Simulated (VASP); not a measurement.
# TiN (Fm-3m) in VASP: settings compared

The runs below take TiN through optical spectrum, with LDA, PBEsol.

All numbers are computed with VASP 6.6.1; they aren't measurements. Logs are shortened: lines on timing, memory, paths and dates and some standing lists are left out, and cuts for length are marked.

## (1) The crystal as given

Symmetry: Fm-3m, No. 225, cubic system. Conventional cell: a = 4.240 Å, b = 4.240 Å, c = 4.240 Å, α = 90.00°, β = 90.00°, γ = 90.00°. Ti (site symmetry m-3m) is surrounded by 6 N at 2.12 Å. N (site symmetry m-3m) is surrounded by 6 Ti at 2.12 Å.

The cell was built by a generator and isn't the measured one.

## (2) Optical spectrum, LDA

INCAR reads:

```
SYSTEM = TiN
PREC = Accurate
ENCUT = 520
EDIFF = 1E-6
ISMEAR = -1
SIGMA = 0.05
LREAL = .False.
LASPH = .True.
NELM = 100
ALGO = Fast
ISIF = 2
LWAVE = .False.
LCHARG = .False.
GGA = CA
LOPTICS = .True.
NBANDS = 32
NEDOS = 1000
CSHIFT = 0.1
```

KPOINTS reads:

```
Automatic mesh
0
Gamma
  20 20 20
  0 0 0
```

POSCAR reads:

```
TiN
1.0
    0.0000000000      2.1200000000      2.1200000000
    2.1200000000      0.0000000000      2.1200000000
    2.1200000000      2.1200000000      0.0000000000
Ti N
1 1
Direct
    0.0000000000      0.0000000000      0.0000000000
    0.5000000000      0.5000000000      0.5000000000
```

Potentials or basis: VASP PAW LDA potentials, release 64 (Ti_sv, N).

On the command line:

```console
> cat potpaw_LDA.64/Ti_sv/POTCAR potpaw_LDA.64/N/POTCAR > POTCAR
> mpirun -np 1 vasp_std > vasp.out
```

OUTCAR:

```text
SYSTEM = TiN
   PREC = Accurate
   ENCUT = 520
   EDIFF = 1E-6
   ISMEAR = -1
   LREAL = .False.
   LASPH = .True.
   NELM = 100
   ISIF = 2
   GGA = CA

 ion  position               nearest neighbor table
   1  0.000  0.000  0.000-   2 2.12   2 2.12   2 2.12   2 2.12   2 2.12   2 2.12
   2  0.500  0.500  0.500-   1 2.12   1 2.12   1 2.12   1 2.12   1 2.12   1 2.12

  LATTYP: Found a face centered cubic cell.
 ALAT       =     4.2400000000

  Lattice vectors:

 A1 = (   0.0000000000,   2.1200000000,   2.1200000000)
 A2 = (   2.1200000000,   0.0000000000,   2.1200000000)
 A3 = (   2.1200000000,   2.1200000000,   0.0000000000)

Analysis of symmetry for initial positions (statically):
=====================================================================
 Subroutine PRICEL returns:
 Original cell was already a primitive cell.

 Routine SETGRP: Setting up the symmetry group for a
 face centered cubic supercell.

 Subroutine GETGRP returns: Found 48 space group operations
 (whereof 48 operations were pure point group operations)
 out of a pool of 48 trial point group operations.

The static configuration has the point symmetry O_h .

Analysis of symmetry for dynamics (positions and initial velocities):
=====================================================================
 Subroutine PRICEL returns:
 Original cell was already a primitive cell.

 Routine SETGRP: Setting up the symmetry group for a
 face centered cubic supercell.

 Subroutine GETGRP returns: Found 48 space group operations
 (whereof 48 operations were pure point group operations)
 out of a pool of 48 trial point group operations.

The dynamic configuration has the point symmetry O_h .

 Subroutine INISYM returns: Found 48 space group operations
 (whereof 48 operations are pure point group operations),
 and found     1 'primitive' translations

----------------------------------------------------------------------------------------

                                     Primitive cell

  volume of cell :      19.0563

  direct lattice vectors                    reciprocal lattice vectors
     0.000000000  2.120000000  2.120000000    -0.235849057  0.235849057  0.235849057
     2.120000000  0.000000000  2.120000000     0.235849057 -0.235849057  0.235849057
     2.120000000  2.120000000  0.000000000     0.235849057  0.235849057 -0.235849057

  length of vectors
     2.998132752  2.998132752  2.998132752     0.408502549  0.408502549  0.408502549

  position of ions in fractional coordinates (direct lattice)
     0.000000000  0.000000000  0.000000000
     0.500000000  0.500000000  0.500000000

  ion indices of the primitive-cell ions
   primitive index   ion index
                 1           1
                 2           2

----------------------------------------------------------------------------------------

 KPOINTS: Automatic mesh

Automatic generation of k-mesh.
 Grid dimensions read from file:
 generate k-points for:   20   20   20

 Generating k-lattice:

  Cartesian coordinates                     Fractional coordinates (reciprocal lattice)
[... 75 lines left out ...]
   ISMEAR =    -1;   SIGMA  =   0.05  broadening in eV -4-tet -1-fermi 0-gaus
   EFERMI_NEDOS =   21; number of points for ismear=-14 and -15
   IALGO  =     68    algorithm
   IMIX   =      4    mixing-type and parameters
     AMIX     =   0.40;   BMIX     =  1.00
     AMIX_MAG =   1.60;   BMIX_MAG =  1.00
  volume/ion in A,a.u.               =       9.53        64.30
  Fermi-wavevector in a.u.,A,eV,Ry     =   1.575960  2.978133 33.792122  2.483651
  Thomas-Fermi vector in A             =   2.676865
   LORBIT       =      0    0 simple, 1 ext, 2 COOP (PROOUT), +10 PAW based schemes
   GGA     = CA    functional components
   LHFCALC =     F    Hartree Fock is set to
   AEXX    =    0.0000 exact exchange contribution
   IVDW    =     0    specifies the selected vdW correction
   LEPSILON=     F    determine dielectric tensor
   LRPA    =     F    only Hartree local field effects (RPA)
 non-spin polarized calculation
 RMM-DIIS sequential band-by-band and
  energy-cutoff  :      520.00
  volume of cell :       19.06
 maximum number of plane-waves:       532
   NGX = 11   NGY = 11   NGZ = 11

 number of electron      17.0000002 magnetization

 Free energy of the ion-electron system (eV)
  ---------------------------------------------------
  ext. energy  EPLUGINS =         0.00000000
  ---------------------------------------------------
  free energy    TOTEN  =       -21.64120321 eV

  energy without entropy =      -21.63508525  energy(sigma->0) =      -21.63814423

 E-fermi :  11.1797     XC(G=0): -13.3789

 val. band max:       11.1757510234   @ k =   0.2500   0.0500   0.0000
 cond. band min:      11.1858826490   @ k =  -0.1500   0.1500   0.0000
 fundamental gap:      0.0101316256
 Fermi energy:        11.1797375382

 k-point     1 :       0.0000    0.0000    0.0000
  band No.  band energies     occupation
      1     -45.9524      2.00000
      2     -22.3088      2.00000
      3     -22.3088      2.00000
      4     -22.3088      2.00000
      5      -5.6469      2.00000
      6       9.1929      2.00000
[... 541 lines left out ...]
     19      34.7607      0.00000
     20      36.6110      0.00000

 [... further k-points ...]

 [bands above 20 left out]

------------------------ aborting loop because EDIFF is reached ----------------------------------------

  FORCE on cell =-STRESS in cart. coord.  units (eV):
  Direction    XX          YY          ZZ          XY          YZ          ZX
  --------------------------------------------------------------------------------------
  -------------------------------------------------------------------------------------
  Total       -1.5573517     -1.5573517     -1.5573517      0.0000000      0.0000000      0.0000000
  in kB     -130.9361920   -130.9361920   -130.9361920      0.0000000      0.0000000      0.0000000
  external PRESSURE =    -130.9361920 kB  Pullay stress =       0.0000000 kB

 VOLUME and BASIS-vectors are now :
 -----------------------------------------------------------------------------
  energy-cutoff  :      520.00
  volume of cell :       19.06
      direct lattice vectors                 reciprocal lattice vectors
     0.000000000  2.120000000  2.120000000    -0.235849057  0.235849057  0.235849057
     2.120000000  0.000000000  2.120000000     0.235849057 -0.235849057  0.235849057
     2.120000000  2.120000000  0.000000000     0.235849057  0.235849057 -0.235849057

 POSITION                                       TOTAL-FORCE (eV/Angst)
 -----------------------------------------------------------------------------------
      0.00000      0.00000      0.00000         0.000000     -0.000000      0.000000
      2.12000      2.12000      2.12000        -0.000000      0.000000     -0.000000
 -----------------------------------------------------------------------------------
    total drift:                                0.000000     -0.000000     -0.000000

  FREE ENERGIE OF THE ION-ELECTRON SYSTEM (eV)
  ---------------------------------------------------
  free  energy   TOTEN  =       -21.6412032081 eV

  energy  without entropy=      -21.6350852510  energy(sigma->0) =      -21.63814423

 electrical conductivity sigma (Mega S m-1) (frequency dependency in vasprun.xml)
  --------------------------------------------------------------------------------------
         NaN         NaN         NaN
         NaN         NaN         NaN
         NaN         NaN         NaN

  frequency dependent IMAGINARY DIELECTRIC FUNCTION (independent particle, no local field effects) density-density
     E(ev)      X         Y         Z        XY        YZ        ZX
  --------------------------------------------------------------------------------------------------------------
     0.00000    -0.00155    -0.00155    -0.00155     0.00000     0.00000     0.00000
     1.34141     2.44416     2.44416     2.44416    -0.00000    -0.00000     0.00000
     2.68283     2.89839     2.89839     2.89839    -0.00000    -0.00000    -0.00000
     4.02424     7.75697     7.75697     7.75697     0.00000     0.00000    -0.00000
     5.36566     9.85347     9.85347     9.85347     0.00000     0.00000    -0.00000
     6.70707     9.23961     9.23961     9.23961    -0.00000    -0.00000     0.00000
[... 92 lines left out ...]
   131.45865     0.00000     0.00000     0.00000     0.00000     0.00000     0.00000
   132.80006     0.00000     0.00000     0.00000     0.00000     0.00000     0.00000

  frequency dependent      REAL DIELECTRIC FUNCTION (independent particle, no local field effects) density-density
     E(ev)        X           Y           Z          XY          YZ          ZX
  --------------------------------------------------------------------------------------------------------------
     0.00000    44.30729    44.30729    44.30729     0.00000     0.00000    -0.00000
     1.34141     4.75863     4.75863     4.75863    -0.00000    -0.00000     0.00000
     2.68283     9.90038     9.90038     9.90038    -0.00000     0.00000     0.00000
     4.02424     8.08533     8.08533     8.08533    -0.00000    -0.00000    -0.00000
     5.36566     5.35707     5.35707     5.35707    -0.00000    -0.00000    -0.00000
     6.70707     0.11887     0.11887     0.11887    -0.00000    -0.00000     0.00000
[... 92 lines left out ...]
   131.45865     0.94961     0.94961     0.94961     0.00000    -0.00000    -0.00000
   132.80006     0.95069     0.95069     0.95069     0.00000    -0.00000    -0.00000

  frequency dependent IMAGINARY DIELECTRIC FUNCTION (independent particle, no local field effects) current-current
     E(ev)      X         Y         Z        XY        YZ        ZX
  --------------------------------------------------------------------------------------------------------------
     0.00000    62.43973    62.43973    62.43973     0.00000     0.00000     0.00000
     1.34141     2.31747     2.31747     2.31747    -0.00000    -0.00000    -0.00000
     2.68283     2.94716     2.94716     2.94716     0.00000    -0.00000     0.00000
     4.02424     7.74258     7.74258     7.74258    -0.00000    -0.00000     0.00000
     5.36566     9.84426     9.84426     9.84426    -0.00000    -0.00000     0.00000
     6.70707     9.20336     9.20336     9.20336     0.00000     0.00000    -0.00000
[... 92 lines left out ...]
   131.45865     0.00000     0.00000     0.00000    -0.00000    -0.00000     0.00000
   132.80006     0.00000     0.00000     0.00000    -0.00000    -0.00000     0.00000

  frequency dependent      REAL DIELECTRIC FUNCTION (independent particle, no local field effects) current-current
     E(ev)        X           Y           Z          XY          YZ          ZX
  --------------------------------------------------------------------------------------------------------------
     0.00000     8.34196     8.34196     8.34196     0.00000     0.00000    -0.00000
     1.34141     4.50652     4.50652     4.50652    -0.00000    -0.00000     0.00000
     2.68283     9.71886     9.71886     9.71886    -0.00000    -0.00000     0.00000
     4.02424     7.72130     7.72130     7.72130    -0.00000    -0.00000     0.00000
     5.36566     4.98485     4.98485     4.98485     0.00000     0.00000    -0.00000
     6.70707    -0.15419    -0.15419    -0.15419     0.00000     0.00000    -0.00000
[... 92 lines left out ...]
   131.45865     0.94962     0.94962     0.94962    -0.00000     0.00000     0.00000
   132.80006     0.95070     0.95070     0.95070    -0.00000     0.00000     0.00000
```

It took 82 s on 1 thread of Intel Xeon Platinum 8488C (Sapphire Rapids), shared host; peak memory 0.35 GiB.

Results:

```
Free energy            : -21.6412 eV
Pressure               : -13.1 GPa
Band gap on the k mesh : none (metal or under the smearing width)
```

Dielectric function (mean over the directions given):
```csv
energy (eV),real part,imaginary part
0.27,27.75,47.66
0.94,4.59,8.71
1.61,6.59,1.79
2.28,8.80,2.07
2.95,10.52,3.57
3.62,9.26,4.88
4.29,7.73,6.18
4.96,7.49,9.62
5.63,4.80,9.69
6.30,2.91,11.03
6.98,0.49,7.05
7.65,-0.40,8.68
8.32,-1.11,7.50
8.99,-1.91,5.63
9.66,-2.65,4.75
10.46,-2.08,2.21
11.13,-0.99,0.92
11.80,0.26,0.79
12.48,0.67,1.78
13.15,0.61,2.01
13.82,0.17,2.44
14.49,-0.06,1.76
15.16,0.15,1.40
15.83,0.61,0.92
16.50,1.36,1.46
17.17,0.87,2.34
17.84,-0.08,1.91
18.51,0.23,1.82
19.18,-0.07,1.99
19.99,-0.16,1.28
```

Caveat: independent-particle spectra lack excitons; the intraband (Drude) part of a metal's response may be missing.

## (3) Optical spectrum, PBEsol

INCAR, as its differences from that of step 2:

```diff
@@ -13,3 +13,3 @@
 LCHARG = .False.
-GGA = CA
+GGA = PS
 LOPTICS = .True.
```

KPOINTS is that of step 2.

POSCAR is that of step 2.

Potentials or basis: VASP PAW PBE potentials, release 64 (Ti_sv, N).

On the command line:

```console
> cat potpaw_PBE.64/Ti_sv/POTCAR potpaw_PBE.64/N/POTCAR > POTCAR
> mpirun -np 1 vasp_std > vasp.out
```

OUTCAR:

```text
SYSTEM = TiN
   PREC = Accurate
   ENCUT = 520
   EDIFF = 1E-6
   ISMEAR = -1
   LREAL = .False.
   LASPH = .True.
   NELM = 100
   ISIF = 2
   GGA = PS

 ion  position               nearest neighbor table
   1  0.000  0.000  0.000-   2 2.12   2 2.12   2 2.12   2 2.12   2 2.12   2 2.12
   2  0.500  0.500  0.500-   1 2.12   1 2.12   1 2.12   1 2.12   1 2.12   1 2.12

  LATTYP: Found a face centered cubic cell.
 ALAT       =     4.2400000000

  Lattice vectors:

 A1 = (   0.0000000000,   2.1200000000,   2.1200000000)
[... 782 lines left out ...]
     0.00000     0.00030     0.00030     0.00030    -0.00000    -0.00000     0.00000
     1.34707     2.30451     2.30451     2.30451     0.00000     0.00000    -0.00000
     2.69414     2.79474     2.79474     2.79474     0.00000    -0.00000     0.00000
     4.04121     7.84534     7.84534     7.84534    -0.00000    -0.00000     0.00000
     5.38828     9.73987     9.73987     9.73987    -0.00000    -0.00000     0.00000
     6.73536     9.50844     9.50844     9.50844    -0.00000    -0.00000    -0.00000
[... 92 lines left out ...]
   132.01296     0.00000     0.00000     0.00000     0.00000     0.00000     0.00000
   133.36003     0.00000     0.00000     0.00000     0.00000     0.00000     0.00000

  frequency dependent      REAL DIELECTRIC FUNCTION (independent particle, no local field effects) density-density
     E(ev)        X           Y           Z          XY          YZ          ZX
  --------------------------------------------------------------------------------------------------------------
     0.00000    45.96183    45.96183    45.96183    -0.00000    -0.00000     0.00000
     1.34707     4.78288     4.78288     4.78288     0.00000     0.00000    -0.00000
     2.69414     9.84712     9.84712     9.84712     0.00000     0.00000    -0.00000
     4.04121     8.13480     8.13480     8.13480     0.00000     0.00000    -0.00000
     5.38828     5.38584     5.38584     5.38584     0.00000     0.00000    -0.00000
     6.73536     0.19112     0.19112     0.19112     0.00000     0.00000    -0.00000
[... 92 lines left out ...]
   132.01296     0.94997     0.94997     0.94997    -0.00000    -0.00000     0.00000
   133.36003     0.95104     0.95104     0.95104    -0.00000    -0.00000     0.00000

  frequency dependent IMAGINARY DIELECTRIC FUNCTION (independent particle, no local field effects) current-current
     E(ev)      X         Y         Z        XY        YZ        ZX
  --------------------------------------------------------------------------------------------------------------
     0.00000    69.43829    69.43829    69.43829     0.00000     0.00000    -0.00000
     1.34707     2.19432     2.19432     2.19432     0.00000     0.00000     0.00000
     2.69414     2.83993     2.83993     2.83993    -0.00000    -0.00000     0.00000
     4.04121     7.83324     7.83324     7.83324    -0.00000    -0.00000     0.00000
     5.38828     9.72920     9.72920     9.72920     0.00000     0.00000     0.00000
     6.73536     9.47082     9.47082     9.47082     0.00000     0.00000     0.00000
[... 92 lines left out ...]
   132.01296    -0.00000    -0.00000    -0.00000    -0.00000    -0.00000     0.00000
   133.36003    -0.00000    -0.00000    -0.00000    -0.00000    -0.00000     0.00000

  frequency dependent      REAL DIELECTRIC FUNCTION (independent particle, no local field effects) current-current
     E(ev)        X           Y           Z          XY          YZ          ZX
  --------------------------------------------------------------------------------------------------------------
     0.00000     6.29575     6.29575     6.29575    -0.00000    -0.00000     0.00000
     1.34707     4.57071     4.57071     4.57071     0.00000     0.00000    -0.00000
     2.69414     9.67614     9.67614     9.67614    -0.00000     0.00000    -0.00000
     4.04121     7.77303     7.77303     7.77303     0.00000     0.00000    -0.00000
     5.38828     5.01890     5.01890     5.01890    -0.00000     0.00000    -0.00000
     6.73536    -0.08636    -0.08636    -0.08636    -0.00000    -0.00000     0.00000
[... 92 lines left out ...]
   132.01296     0.94998     0.94998     0.94998    -0.00000    -0.00000     0.00000
   133.36003     0.95106     0.95106     0.95106    -0.00000    -0.00000     0.00000
```

Wall time 88 s (1 thread of Intel Xeon Platinum 8488C (Sapphire Rapids), shared host); peak memory 0.37 GiB.

Results:

```
Free energy            : -20.7754 eV
Pressure               : -6.8 GPa
Band gap on the k mesh : none (metal or under the smearing width)
```

Dielectric function (mean over the directions given):
| energy (eV) | real part | imaginary part |
| --- | --- | --- |
| 0.27 | 27.47 | 50.48 |
| 1.21 | 4.06 | 4.29 |
| 2.29 | 8.72 | 2.05 |
| 3.37 | 8.88 | 6.77 |
| 4.31 | 7.73 | 6.04 |
| 5.39 | 5.39 | 9.74 |
| 6.47 | 2.08 | 11.24 |
| 7.41 | 0.98 | 8.26 |
| 8.49 | -1.21 | 5.85 |
| 9.56 | -2.06 | 5.72 |
| 10.51 | -2.06 | 2.10 |
| 11.58 | -0.20 | 0.80 |
| 12.66 | 0.78 | 1.61 |
| 13.61 | 0.26 | 2.43 |
| 14.68 | 0.06 | 1.26 |
| 15.76 | 0.55 | 1.01 |
| 16.70 | 1.49 | 1.73 |
| 17.78 | -0.16 | 1.94 |
| 18.86 | 0.13 | 1.99 |
| 19.94 | -0.18 | 1.33 |

Caveat: independent-particle spectra lack excitons; the intraband (Drude) part of a metal's response may be missing; the PAW data sets were made with another functional, which shifts forces and pressure a little.
